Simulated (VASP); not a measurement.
# TaN (P6/mmm) in VASP: single point with r2SCAN

Aim: the single point of TaN with r2SCAN.

Program: VASP 6.6.1. These are calculated values, not measurements. Logs are shortened: lines on timing, memory, paths and dates and some standing lists are left out, and cuts for length are marked.

## Step 1: Starting point

It takes space group P6/mmm (No. 191, hexagonal). The conventional cell has a = 5.103 Å, b = 5.103 Å, c = 2.878 Å, α = 90.00°, β = 90.00°, γ = 120.00°. Ta (site symmetry 6/mmm) is surrounded by 6 N at 2.55 Å and 2 Ta at 2.88 Å. Ta (site symmetry -6m2) is surrounded by 6 N at 2.06 Å. Around N (site symmetry mmm) lie 4 Ta at 2.06 Å.

## Step 2: Single point, r2SCAN

Input file POSCAR:

```
TaN
1.0
    5.1033263391      0.0000000000      0.0000000000
   -2.5516631696      4.4196102534      0.0000000000
    0.0000000000      0.0000000000      2.8779518930
Ta N
3 3
Direct
    0.0000000000      0.0000000000      0.0000000000
    0.3333333333      0.6666666667      0.5000000000
    0.6666666667      0.3333333333      0.5000000000
    0.5000000000      0.0000000000      0.0000000000
    0.5000000000      0.5000000000      0.0000000000
    0.0000000000      0.5000000000      0.0000000000
```

Input file INCAR.step1:

```
SYSTEM = TaN
ALGO     = Normal         ! electronic algorithm
EDIFF    = 1E-4           ! SCF threshold, eV
ENCUT    = 520            ! plane-wave cutoff, eV
GGA      = PE             ! functional
ISMEAR   = 0              ! smearing method
LASPH    = .True.         ! aspherical terms in the spheres
LCHARG   = .False.        ! write CHGCAR
LREAL    = .False.        ! projectors in reciprocal space
LWAVE    = .True.         ! write WAVECAR
NBANDS   = 33             ! bands
NELM     = 100            ! most SCF steps
PREC     = Accurate       ! precision mode
SIGMA    = 0.1            ! smearing width, eV
```

Input file INCAR.step2:

```
SYSTEM = TaN
ALGO     = Normal         ! electronic algorithm
EDIFF    = 1E-6           ! SCF threshold, eV
ENCUT    = 520            ! plane-wave cutoff, eV
ISIF     = 2              ! what is computed and relaxed
ISMEAR   = 0              ! smearing method
ISTART   = 1            
LASPH    = .True.         ! aspherical terms in the spheres
LCHARG   = .False.        ! write CHGCAR
LMIXTAU  = .True.       
LREAL    = .False.        ! projectors in reciprocal space
LWAVE    = .False.        ! write WAVECAR
METAGGA  = R2SCAN         ! meta-GGA
NBANDS   = 33             ! bands
NELM     = 100            ! most SCF steps
PREC     = Accurate       ! precision mode
SIGMA    = 0.1            ! smearing width, eV
```

Input file KPOINTS:

```
k-points
0
Gamma
  9 9 12
  0 0 0
```

Potentials or basis: VASP PAW PBE potentials, release 64 (Ta_pv, N).

Run with:

```
$ cat potpaw_PBE.64/Ta_pv/POTCAR potpaw_PBE.64/N/POTCAR > POTCAR
$ cp INCAR.step1 INCAR
$ mpirun -np 1 vasp_std > vasp.out
$ cp INCAR.step2 INCAR
$ mpirun -np 1 vasp_std > vasp.out
```

OUTCAR:

```text
SYSTEM = TaN
   EDIFF = 1E-6
   ENCUT = 520
   ISIF = 2
   ISMEAR = 0
   ISTART = 1
   LASPH = .True.
   LREAL = .False.
   METAGGA = R2SCAN
   NELM = 100
   PREC = Accurate

 ion  position               nearest neighbor table
   1  0.000  0.000  0.000-   5 2.55   5 2.55   6 2.55   6 2.55   4 2.55   4 2.55   3 3.28   3 3.28
                             2 3.28   2 3.28   2 3.28   3 3.28   2 3.28   3 3.28   2 3.28   3 3.28
   2  0.333  0.667  0.500-   4 2.06   4 2.06   6 2.06   6 2.06   5 2.06   5 2.06   3 2.95   3 2.95
                             3 2.95   1 3.28   1 3.28   1 3.28   1 3.28   1 3.28   1 3.28
   3  0.667  0.333  0.500-   4 2.06   4 2.06   6 2.06   6 2.06   5 2.06   5 2.06   2 2.95   2 2.95
                             2 2.95   1 3.28   1 3.28   1 3.28   1 3.28   1 3.28   1 3.28
   4  0.500  0.000  0.000-   2 2.06   3 2.06   2 2.06   3 2.06   1 2.55   1 2.55
   5  0.500  0.500  0.000-   2 2.06   3 2.06   2 2.06   3 2.06   1 2.55   1 2.55
   6  0.000  0.500  0.000-   2 2.06   3 2.06   2 2.06   3 2.06   1 2.55   1 2.55

  LATTYP: Found a hexagonal cell.
 ALAT       =     5.1033263391
 C/A-ratio  =     0.5639364802

  Lattice vectors:

 A1 = (   5.1033263391,   0.0000000000,   0.0000000000)
 A2 = (  -2.5516631696,   4.4196102534,   0.0000000000)
 A3 = (   0.0000000000,   0.0000000000,   2.8779518930)

Analysis of symmetry for initial positions (statically):
=====================================================================
 Subroutine PRICEL returns:
 Original cell was already a primitive cell.

 Routine SETGRP: Setting up the symmetry group for a
 hexagonal supercell.

 Subroutine GETGRP returns: Found 24 space group operations
 (whereof 24 operations were pure point group operations)
 out of a pool of 24 trial point group operations.

The static configuration has the point symmetry D_6h.

Analysis of symmetry for dynamics (positions and initial velocities):
=====================================================================
 Subroutine PRICEL returns:
 Original cell was already a primitive cell.

 Routine SETGRP: Setting up the symmetry group for a
 hexagonal supercell.

 Subroutine GETGRP returns: Found 24 space group operations
 (whereof 24 operations were pure point group operations)
 out of a pool of 24 trial point group operations.

The dynamic configuration has the point symmetry D_6h.

 Subroutine INISYM returns: Found 24 space group operations
 (whereof 24 operations are pure point group operations),
 and found     1 'primitive' translations

----------------------------------------------------------------------------------------

                                     Primitive cell

  volume of cell :      64.9114

  direct lattice vectors                    reciprocal lattice vectors
     5.103326339  0.000000000  0.000000000     0.195950628  0.113132148  0.000000000
    -2.551663170  4.419610253  0.000000000     0.000000000  0.226264295  0.000000000
     0.000000000  0.000000000  2.877951893     0.000000000  0.000000000  0.347469324

  length of vectors
     5.103326339  5.103326339  2.877951893     0.226264295  0.226264295  0.347469324

  position of ions in fractional coordinates (direct lattice)
     0.000000000  0.000000000  0.000000000
     0.333333333  0.666666667  0.500000000
     0.666666667  0.333333333  0.500000000
     0.500000000  0.000000000  0.000000000
     0.500000000  0.500000000  0.000000000
     0.000000000  0.500000000  0.000000000

  ion indices of the primitive-cell ions
   primitive index   ion index
                 1           1
                 2           2
                 3           3
                 4           4
                 5           5
                 6           6

----------------------------------------------------------------------------------------

 KPOINTS: k-points

Automatic generation of k-mesh.
 Grid dimensions read from file:
 generate k-points for:    9    9   12

 Generating k-lattice:

  Cartesian coordinates                     Fractional coordinates (reciprocal lattice)
     0.021772292  0.012570239  0.000000000     0.111111111  0.000000000  0.000000000
     0.000000000  0.025140477  0.000000000     0.000000000  0.111111111  0.000000000
     0.000000000  0.000000000  0.028955777     0.000000000  0.000000000  0.083333333

  Length of vectors
     0.025140477  0.025140477  0.028955777

  Shift w.r.t. Gamma in fractional coordinates (k-lattice)
     0.000000000  0.000000000  0.000000000

 Subroutine IBZKPT returns following result:
 ===========================================

 Found     84 irreducible k-points:

 Following reciprocal coordinates:
            Coordinates               Weight
  0.000000  0.000000  0.000000      1.000000
  0.111111  0.000000  0.000000      6.000000
  0.222222  0.000000  0.000000      6.000000
  0.333333  0.000000  0.000000      6.000000
  0.444444  0.000000  0.000000      6.000000
  0.111111  0.111111  0.000000      6.000000
[... 16 lines left out ...]
  0.333333  0.222222  0.083333     24.000000
  0.333333  0.333333  0.083333      4.000000
 [... further k-points ...]
   k-points           NKPTS =     84   k-points in BZ     NKDIM =     84   number of bands    NBANDS=     33
   number of dos      NEDOS =    301   number of ions     NIONS =      6
   total plane-waves  NPLWV =  38400
   dimension x,y,z NGX =    40 NGY =   40 NGZ =   24
   dimension x,y,z NGXF=    80 NGYF=   80 NGZF=   48
   ions per type =               3   3
   NGX,Y,Z   is equivalent  to a cutoff of  13.03, 13.03, 13.86 a.u.
   NGXF,Y,Z  is equivalent  to a cutoff of  26.06, 26.06, 27.73 a.u.
 SYSTEM =  TaN
   PREC   = accura    normal or accurate (medium, high low for compatibility)
   ISTART =      1    job   : 0-new  1-cont  2-samecut
   ICHARG =      0    charge: 1-file 2-atom 10-const
   ISPIN  =      1    spin polarized calculation?
   LNONCOLLINEAR =      F non collinear calculations
   LSORBIT =      F    spin-orbit coupling
   LASPH  =      T    aspherical Exc in radial PAW
   ENCUT  =  520.0 eV  38.22 Ry    6.18 a.u.   9.49  9.49  5.35*2*pi/ulx,y,z
   NELM   =    100;   NELMIN=  2; NELMDL=  0     # of ELM steps
   EDIFF  = 0.1E-05   stopping-criterion for ELM
   LREAL  =      F    real-space projection
   EDIFFG = 0.1E-04   stopping-criterion for IOM
   NSW    =      0    number of steps for IOM
   IBRION =     -1    ionic relax: 0-MD 1-quasi-New 2-CG
   NFREE  =      0    steps in history (QN), initial steepest desc. (CG)
   ISIF   =      2    stress and relaxation
   ISYM   =      2    0-nonsym 1-usesym 2-fastsym
   POTIM  = 0.5000    time-step for ionic-motion
   TEBEG  =    0.0;   TEEND  =   0.0 temperature during run
   PSTRESS=    0.0 pullay stress
   NELECT =      48.0000    total number of electrons
   NUPDOWN=      -1.0000    fix difference up-down
   EMIN   =  10.00;   EMAX   =-10.00  energy-range for DOS
   EFERMI =   0.00;   METHOD = LEGACY
   ISMEAR =     0;   SIGMA  =   0.10  broadening in eV -4-tet -1-fermi 0-gaus
   EFERMI_NEDOS =   21; number of points for ismear=-14 and -15
   IALGO  =     38    algorithm
   IMIX   =      4    mixing-type and parameters
     AMIX     =   0.40;   BMIX     =  1.00
     AMIX_MAG =   1.60;   BMIX_MAG =  1.00
  volume/ion in A,a.u.               =      10.82        73.01
  Fermi-wavevector in a.u.,A,eV,Ry     =   1.480409  2.797567 29.818663  2.191610
  Thomas-Fermi vector in A             =   2.594446
   LORBIT       =      0    0 simple, 1 ext, 2 COOP (PROOUT), +10 PAW based schemes
   METAGGA = R2SCAN    functional components
   LHFCALC =     F    Hartree Fock is set to
   AEXX    =    0.0000 exact exchange contribution
   IVDW    =     0    specifies the selected vdW correction
   LEPSILON=     F    determine dielectric tensor
   LRPA    =     F    only Hartree local field effects (RPA)
 non-spin polarized calculation
 Gauss-broadening in eV      SIGMA  =   0.10
  energy-cutoff  :      520.00
  volume of cell :       64.91
 maximum number of plane-waves:      1770
 NGX is ok and might be reduce to    40
   NGX = 19   NGY = 19   NGZ = 11

 number of electron      47.9999993 magnetization

 Free energy of the ion-electron system (eV)
  ---------------------------------------------------
  ext. energy  EPLUGINS =         0.00000000
  ---------------------------------------------------
  free energy    TOTEN  =      -178.10769589 eV

  energy without entropy =     -178.10389112  energy(sigma->0) =     -178.10579350

 E-fermi :   8.7350     XC(G=0): -14.3228

 val. band max:        8.6579162142   @ k =   0.4444   0.0000   0.1667
 cond. band min:       8.7421521167   @ k =   0.1111   0.0000   0.2500
 fundamental gap:      0.0842359025
 Fermi energy:         8.7350402068

 k-point     1 :       0.0000    0.0000    0.0000
  band No.  band energies     occupation
      1     -28.9168      2.00000
      2     -28.9168      2.00000
      3     -28.4444      2.00000
      4     -28.4444      2.00000
      5     -28.2037      2.00000
      6     -28.0496      2.00000
[... 25 lines left out ...]
     32      12.2302      0.00000
     33      12.2740      0.00000

 k-point     2 :       0.1111    0.0000    0.0000
  band No.  band energies     occupation
      1     -28.9291      2.00000
      2     -28.9115      2.00000
      3     -28.4316      2.00000
      4     -28.4276      2.00000
      5     -28.1989      2.00000
      6     -28.0702      2.00000
[... 25 lines left out ...]
     32      12.2889      0.00000
     33      12.5951      0.00000
[... 754 lines left out ...]
     32      12.2165      0.00000
     33      12.6475      0.00000

 k-point    24 :       0.3333    0.3333    0.0833
  band No.  band energies     occupation
      1     -28.9611      2.00000
      2     -28.6809      2.00000
      3     -28.6809      2.00000
      4     -28.2762      2.00000
      5     -28.1973      2.00000
      6     -28.1973      2.00000
[... 25 lines left out ...]
     32      12.4571      0.00000
     33      12.4571      0.00000

 [... further k-points ...]

------------------------ aborting loop because EDIFF is reached ----------------------------------------

  FORCE on cell =-STRESS in cart. coord.  units (eV):
  Direction    XX          YY          ZZ          XY          YZ          ZX
  --------------------------------------------------------------------------------------
  -------------------------------------------------------------------------------------
  Total        9.3151150      9.3151150      9.4578622     -0.0000000      0.0000000     -0.0000000
  in kB      229.9206410    229.9206410    233.4440029     -0.0000000      0.0000000     -0.0000000
  external PRESSURE =     231.0950950 kB  Pullay stress =       0.0000000 kB

 VOLUME and BASIS-vectors are now :
 -----------------------------------------------------------------------------
  energy-cutoff  :      520.00
  volume of cell :       64.91
      direct lattice vectors                 reciprocal lattice vectors
     5.103326339  0.000000000  0.000000000     0.195950628  0.113132148  0.000000000
    -2.551663170  4.419610253  0.000000000     0.000000000  0.226264295  0.000000000
     0.000000000  0.000000000  2.877951893     0.000000000  0.000000000  0.347469324

 POSITION                                       TOTAL-FORCE (eV/Angst)
 -----------------------------------------------------------------------------------
      0.00000      0.00000      0.00000         0.000000      0.000000      0.000000
     -0.00000      2.94641      1.43898        -0.000000      0.000000      0.000000
      2.55166      1.47320      1.43898         0.000000     -0.000000      0.000000
      2.55166      0.00000      0.00000         0.000000      0.000000      0.000000
      1.27583      2.20981      0.00000         0.000000      0.000000      0.000000
     -1.27583      2.20981      0.00000         0.000000      0.000000      0.000000
 -----------------------------------------------------------------------------------
    total drift:                               -0.000000      0.000000     -0.000000

  FREE ENERGIE OF THE ION-ELECTRON SYSTEM (eV)
  ---------------------------------------------------
  free  energy   TOTEN  =      -178.1076958882 eV

  energy  without entropy=     -178.1038911176  energy(sigma->0) =     -178.10579350
```

Wall time 4.7 min (1 thread of Intel Xeon 6975P-C (Granite Rapids), shared host); peak memory 0.29 GiB.

What came out:

```
Free energy            : -178.1077 eV
Pressure               : 23.1 GPa
Band gap on the k mesh : none (metal or under the smearing width)
```

Caveat: so large a pressure means that the cell lies far from this level's equilibrium, or that cutoff or potentials fall short; the potentials were made for another functional, which shifts forces and pressure.
